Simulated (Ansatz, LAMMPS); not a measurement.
**Relaxing amorphous SiO2 (96 atoms)**

Aim: bring amorphous SiO2 (96 atoms) to a nearby minimum of the energy and see what moves.

Method: Kohn-Sham DFT, PBE, PAW (set soft_2), plane waves, in Ansatz 0.2.0.

Measured values to set the calculation against. A silica glass plate was measured by high-energy x-ray diffraction at 20 K and the Si-O distance was taken from the first PDF peak (“Polyhedral units and network connectivity in calcium aluminosilicate glasses from high-energy x-ray diffraction”, 2000, arxiv:cond-mat/0007490): nearest Si–O distance 1.61 Å; number of O about Si 4. The nearest silicon-silicon distance in amorphous silica was obtained by fitting a symmetric peak to the measured radial distribution (as quoted in “New insights into the origin of the first sharp diffraction peak in amorphous silica from an analysis of chemical and radial ordering”, 2024, arxiv:2403.10632): nearest Si–Si distance 3.08 Å; nearest O–O distance 2.63 Å. The mean Si-O-Si angle was obtained by reanalysing earlier high-energy photon diffraction data in combination with published neutron diffraction data on silica glass (“Bond angle distribution in amorphous germania and silica”, 1996, arxiv:chem-ph/9603004): Si–O–Si angle 148.3 °.

Most raw output is cut from this account.

**1. Set-up**

The cell holds 96 atoms: 32 Si and 64 O. Its edges and angles: a = 11.499 Å, b = 11.499 Å, c = 11.499 Å, α = 90.0°, β = 90.0°, γ = 90.0°. 96 atoms (32 Si, 64 O) placed at random at 2.1 g/cm³, melted at 5000 K for 10 ps at fixed volume with the Vashishta potential (Vashishta, Kalia, Rino and Ebbsjo, Phys. Rev. B 41, 12197 (1990)). Quenched from 5000 K to 300 K at 50 K/ps and fixed volume, held 5 ps, then minimised at fixed cell. The density is one point of a scan and needn't be that of the real material.

Before any run, some limits are plain. The quench rate of 50 K/ps far exceeds what a furnace or splat quench reaches, so expect more defects and frozen-in strain than in a real sample. The starting topology of bonds comes from the classical model. The Brillouin zone is sampled at Γ only, in a cell whose shortest periodic width is 11 Å.

**2. How the cell was made**

A classical potential makes the cell, at a small fraction of what the same run would cost in DFT.

This step: classical MD, Vashishta potential (Vashishta, Kalia, Rino and Ebbsjo, Phys. Rev. B 41, 12197 (1990)) (LAMMPS 22 Jul 2025 - Update 4).

File in.lmp:

```
# melt-quench of Si32O64
units metal
atom_style atomic
boundary p p p
region box block 0 11.4986 0 11.4986 0 11.4986
create_box 2 box
mass 1 28.0850   # Si
mass 2 15.9990   # O
create_atoms 1 random 32 4103 NULL overlap 1.4 maxtry 2000
create_atoms 2 random 64 4110 NULL overlap 1.4 maxtry 2000
pair_style vashishta/table 100000 0.2
pair_coeff * * SiO.1990.vashishta Si O
neigh_modify delay 0 every 1 check yes
thermo_style custom step time temp pe press density
thermo_modify norm yes
timestep 0.001
thermo 100
min_style cg
minimize 1e-4 1e-4 200 2000
reset_timestep 0
velocity all create 5000 4104 mom yes dist gaussian
fix lim all nve/limit 0.05
fix lan all langevin 5000 5000 0.1 4105 zero yes
thermo 500
run 1000 post no
unfix lim
unfix lan
thermo 1666
fix md all nvt temp 5000 5000 0.1
run 10000 post no
unfix md
thermo 9400
fix md all nvt temp 5000 300 0.1
run 94000 post no
unfix md
thermo 2500
fix md all nvt temp 300 300 0.1
run 5000 post no
unfix md
thermo 100
min_style cg
minimize 0 1e-3 2000 20000
write_dump all custom glass.dump id type xs ys zs modify sort id
```

Command:

```bash
$ lmp -in in.lmp -log none -nocite
```

It took 54 s on 1 thread of Intel Xeon 6975P-C (Granite Rapids), shared host; peak memory 0.066 GiB.

**3. Single point at the start**

The forces at the start show how far the geometry lies from a minimum of this functional.

File input.yaml:

```yaml
crystal:
  lattice:
    - [11.4986, 0.0, 0.0]
    - [0.0, 11.4986, 0.0]
    - [0.0, 0.0, 11.4986]
  atoms:
    - { symbol: Si, position: [0.95802, 0.47016, 0.76363] }
    - { symbol: Si, position: [0.3917, 0.8209, 0.94294] }
    - { symbol: Si, position: [0.44594, 0.36803, 0.02297] }
    - { symbol: Si, position: [0.46993, 0.14468, 0.16787] }
    - { symbol: Si, position: [0.89693, 0.3473, 0.54925] }
    - { symbol: Si, position: [0.07204, 0.6923, 0.09796] }
    - { symbol: Si, position: [0.7067, 0.10865, 0.80495] }
    - { symbol: Si, position: [0.3904, 0.36388, 0.5598] }
    - { symbol: Si, position: [0.31519, 0.59285, 0.06018] }
    - { symbol: Si, position: [0.68138, 0.50716, 0.99357] }
    - { symbol: Si, position: [0.31868, 0.97033, 0.29298] }
    - { symbol: Si, position: [0.75049, 0.4216, 0.33925] }
    - { symbol: Si, position: [0.45708, 0.22142, 0.78368] }
    - { symbol: Si, position: [0.8625, 0.24252, 0.1913] }
    - { symbol: Si, position: [0.68501, 0.96801, 0.45512] }
    - { symbol: Si, position: [0.32148, 0.9783, 0.75694] }
    - { symbol: Si, position: [0.74961, 0.72245, 0.56821] }
    - { symbol: Si, position: [0.06349, 0.92316, 0.69282] }
    - { symbol: Si, position: [0.79755, 0.67747, 0.83264] }
    - { symbol: Si, position: [0.8818, 0.99028, 0.15766] }
    - { symbol: Si, position: [0.02444, 0.72272, 0.52829] }
    - { symbol: Si, position: [0.8338, 0.61508, 0.19646] }
    - { symbol: Si, position: [0.95708, 0.86502, 0.93437] }
    - { symbol: Si, position: [0.12437, 0.47253, 0.56496] }
    - { symbol: Si, position: [0.8686, 0.0794, 0.59134] }
    - { symbol: Si, position: [0.68215, 0.82964, 0.21943] }
    - { symbol: Si, position: [0.4758, 0.12802, 0.42604] }
    - { symbol: Si, position: [0.55719, 0.55568, 0.45181] }
    - { symbol: Si, position: [0.44401, 0.71702, 0.26893] }
    - { symbol: Si, position: [0.85412, 0.30577, 0.93229] }
    - { symbol: Si, position: [0.60865, 0.97036, 0.01402] }
    - { symbol: Si, position: [0.07342, 0.87244, 0.30048] }
    - { symbol: O, position: [0.08442, 0.48121, 0.70158] }
    - { symbol: O, position: [0.66579, 0.00591, 0.8921] }
    - { symbol: O, position: [0.36455, 0.04947, 0.18371] }
    - { symbol: O, position: [0.4182, 0.90582, 0.68874] }
    - { symbol: O, position: [0.95557, 0.36644, 0.8572] }
    - { symbol: O, position: [0.17929, 0.96412, 0.29743] }
    - { symbol: O, position: [0.34026, 0.46039, 0.0216] }
    - { symbol: O, position: [0.52469, 0.15504, 0.29631] }
    - { symbol: O, position: [0.77647, 0.05521, 0.69566] }
    - { symbol: O, position: [0.90801, 0.58987, 0.81776] }
    - { symbol: O, position: [0.9289, 0.96158, 0.03298] }
    - { symbol: O, position: [0.00784, 0.9287, 0.82144] }
    - { symbol: O, position: [0.25521, 0.41603, 0.54659] }
    - { symbol: O, position: [0.698, 0.90617, 0.10256] }
    - { symbol: O, position: [0.43395, 0.27458, 0.12815] }
    - { symbol: O, position: [0.5051, 0.87662, 0.99282] }
    - { symbol: O, position: [0.95476, 0.62289, 0.12797] }
    - { symbol: O, position: [0.19521, 0.97364, 0.6945] }
    - { symbol: O, position: [0.57904, 0.05593, 0.4896] }
    - { symbol: O, position: [0.37034, 0.03652, 0.40523] }
    - { symbol: O, position: [0.42462, 0.25031, 0.47869] }
    - { symbol: O, position: [0.84308, 0.78799, 0.90665] }
    - { symbol: O, position: [0.75966, 0.32512, 0.23834] }
    - { symbol: O, position: [0.87077, 0.43006, 0.6608] }
    - { symbol: O, position: [0.05862, 0.81219, 0.42536] }
    - { symbol: O, position: [0.36164, 0.6903, 0.967] }
    - { symbol: O, position: [0.89943, 0.28176, 0.06169] }
    - { symbol: O, position: [0.69798, 0.84749, 0.52782] }
    - { symbol: O, position: [0.36913, 0.1097, 0.78301] }
    - { symbol: O, position: [0.41216, 0.31694, 0.69052] }
    - { symbol: O, position: [0.88358, 0.70115, 0.5239] }
    - { symbol: O, position: [0.55654, 0.45546, 0.02968] }
    - { symbol: O, position: [0.37064, 0.83805, 0.28349] }
    - { symbol: O, position: [0.45377, 0.28685, 0.90856] }
    - { symbol: O, position: [0.75041, 0.39917, 0.93896] }
    - { symbol: O, position: [0.55872, 0.0866, 0.07539] }
    - { symbol: O, position: [0.97174, 0.24589, 0.27589] }
    - { symbol: O, position: [0.90351, 0.21461, 0.59326] }
    - { symbol: O, position: [0.0245, 0.39067, 0.50762] }
    - { symbol: O, position: [0.83592, 0.52832, 0.30525] }
    - { symbol: O, position: [0.37529, 0.62799, 0.18346] }
    - { symbol: O, position: [0.79963, 0.18977, 0.87431] }
    - { symbol: O, position: [0.75314, 0.7211, 0.70816] }
    - { symbol: O, position: [0.79143, 0.74382, 0.23407] }
    - { symbol: O, position: [0.80272, 0.04109, 0.47392] }
    - { symbol: O, position: [0.05213, 0.77784, 0.98897] }
    [... 12 atom lines left out ...]
    - { symbol: O, position: [0.30885, 0.90777, 0.88032] }
    - { symbol: O, position: [0.47512, 0.65272, 0.3901] }
    - { symbol: O, position: [0.66933, 0.92349, 0.3223] }
    - { symbol: O, position: [0.05666, 0.78935, 0.64841] }
    - { symbol: O, position: [0.1055, 0.77183, 0.20798] }
    - { symbol: O, position: [0.82064, 0.10901, 0.17966] }
kpoints:
  mp_grid: { grid: [1, 1, 1] }
hamiltonian:
  xc: pbe
scf:
  occupations: { method: fermi_dirac, width: 0.025 }
output:
  forces: true
```

Command:

```bash
$ ansatz run input.yaml --threads 4 --pin off --max-ram 8192MiB --backend cpu --events-out ev --progress --plain --runs-dir out
```

Elapsed: 7.9 s, on 4 threads of Intel Xeon 6975P-C (Granite Rapids), shared host; peak memory 1.8 GiB.

Read from the output:

| Property | Result |
| --- | --- |
| free energy | -56756.6969 eV |
| free energy per atom | -591.2156 eV/atom |
| SCF cycles | 10 |
| r.m.s. force component | 0.7291 eV/Å |
| longest force | 5.61 eV/Å |
| Fermi energy | 4.043 eV |

The r.m.s. force component of 0.73 eV/Å sets the starting point.

Neighbours are counted within 2.02 Å (O-Si).

Length of the force by element and coordination:

```tsv
element	coordination	atoms	mean length of the force (eV/Å)	spread	least	most
O	all	64	0.808	0.590	0.140	3.16
O	1	2	0.905	0.0742	0.831	0.979
O	2	62	0.804	0.599	0.140	3.16
Si	all	32	1.26	1.09	0.215	5.61
Si	3	2	1.70	0.399	1.30	2.10
Si	4	30	1.24	1.11	0.215	5.61
```

**4. Relaxation**

The atoms are relaxed in the fixed cell, aiming at the force tolerance of the input.

input.yaml, as its differences from that of step 3:

```diff
@@ -15 +15,4 @@
   forces: true
+relax:
+  f_tol: 0.04
+  max_steps: 250
```

It took 84 s on 4 threads; peak memory 1.8 GiB.

The steps of the relaxation:

```tsv
step	energy less that of the first step (eV)	largest force component (eV/Å)
1	0.0000	4.4515
2	-1.1764	3.4324
3	-2.7156	1.4148
4	-3.2719	1.4552
5	-3.9229	1.9490
6	-4.6298	1.5966
7	-5.0016	2.1965
8	-5.3924	1.0649
9	-5.5427	0.3070
10	-5.4420	1.4972
11	-5.6002	0.2685
12	-5.6429	0.0600
13	-5.6530	0.0391
14	-5.6476	0.0994
15	-5.6548	0.0404
16	-5.6526	0.0981
17	-5.6558	0.0090
```

Relaxation steps 10, 14, 16 were tried and not accepted.

The atoms that moved most (Å):

```tsv
atom	dx	dy	dz	length
O36	-0.102	-0.497	0.978	1.102
O91	-0.067	0.403	0.587	0.716
O57	-0.309	-0.156	-0.318	0.470
O59	0.432	-0.029	0.085	0.441
O67	0.324	0.076	0.246	0.414
O94	0.265	0.069	-0.287	0.397
Si16	-0.023	-0.006	0.379	0.380
Si20	-0.238	-0.023	-0.290	0.376
```

The relaxation changed the energy by -58.9 meV/atom, and atoms moved by 0.25 Å r.m.s., 1.1 Å at most.

**5. Local order after relaxation**

Bonds before and after, by the cutoffs listed below:

```tsv
pair	bonds before	bonds after	mean before (Å)	mean after (Å)	spread before (Å)	spread after (Å)
O-Si	126	128	1.616	1.637	0.018	0.035
```

Density 2.1 g/cm³, 15.84 Å³ an atom.

g(r), total and by pair (bins of 0.2 Å):

```tsv
r (Å)	total	O-O	O-Si	Si-Si
1.50	0.37	0.00	0.84	0.00
1.70	5.88	0.00	13.24	0.00
1.90	0.04	0.00	0.08	0.00
2.10	0.00	0.00	0.00	0.00
2.30	0.05	0.05	0.00	0.21
2.50	0.50	1.12	0.00	0.00
2.70	2.89	6.50	0.00	0.00
2.90	0.31	0.33	0.00	1.50
3.10	0.81	0.42	0.15	5.01
3.30	0.56	0.35	0.60	1.24
3.50	0.61	0.41	0.96	0.00
3.70	0.89	0.69	1.31	0.00
3.90	1.08	0.74	1.71	0.00
4.10	1.51	0.90	2.39	0.42
4.30	1.26	0.84	1.71	1.15
4.50	0.81	0.87	0.71	1.00
4.70	0.95	1.11	0.64	1.55
4.90	1.19	1.60	0.70	1.57
5.10	1.20	1.75	0.61	1.36
5.30	0.95	1.16	0.66	1.27
5.50	0.79	0.78	0.67	1.25
```

Bonds by pair of elements; cutoffs follow the first minimum of g(r), held within bounds set by covalent radii, and pairs that aren't listed don't count as bonded (cutoffs were set anew for this text, so counts can differ from the run's own analysis):

```tsv
pair A-B	cutoff (Å)	bonds	mean length (Å)	spread (Å)	shortest (Å)	B about A	A about B
O-Si	2.16	128	1.64	0.035	1.54	2	4
```

How many atoms have how many bonded neighbours:

```tsv
element	mean	1	2	3	4
O	2	1	62	1	0
Si	4	0	0	0	32
```

Bond angles (no mean is given where the spread exceeds 20°):

```tsv
angle	count	mean (°)	spread (°)
O-Si-O	192	109	4.5
Si-O-Si	65	143	16.8
```

Oxygen atoms by the number of network formers (Si, P, Ge, B, Al, As, Ga) bound to them:

```tsv
network formers bound to O	O atoms	per cent
0	0	0
1	1	1.6
2	62	96.9
3	1	1.6
```

Network units: each former by its oxygen neighbours and how many of them bridge to another former:

```tsv
former	O neighbours	bridging O	atoms
Si	4	3	1
Si	4	4	31
```

Bond length by coordination (bonds to H left out):

```tsv
element	coordination	atoms	mean bond length (Å)
O	1	1	1.54
O	2	62	1.63
O	3	1	1.80
```

Rings of the network by King's shortest-path rule, up to 12 atoms, one path for each pair of neighbours; H, halogens, alkali and alkaline-earth atoms are left out, and the last column divides by all other atoms, bonded or not:

```tsv
ring size (atoms)	rings	per network atom
4	1	0.01
6	2	0.021
8	2	0.021
10	20	0.208
12	16	0.167
```

For some of the pairs, g(r) has its first main peak near 2.7 Å (O-O), 1.6 Å (O-Si) and 3.1 Å (Si-Si). With the cutoffs above, 97 % of O atoms have 2 and all Si atoms have 4 bonded neighbours. The O-Si-O angle averages 109° with a spread of 4°. 97 % of the oxygens bridge two formers (Si) and 2 % are non-bridging; 2 % join three. The commonest Si unit has 4 oxygens, 4 of them shared with other formers (31 of 32 atoms). Rings of 10 atoms are the most common (49 % of those counted); sizes run from 4 to 12, where the search stops.

(Part 1 of 3 ends here.)

[Logs are printed without paths, hosts, clocks, repeated set-up lines and the standing remarks that a program may print on its own settings, such as how far it seeks lower states.]

[Hosts, paths, dates, database ids (printed as entryN), source tags and the programs' standing remarks are cut or masked in the printed files.]
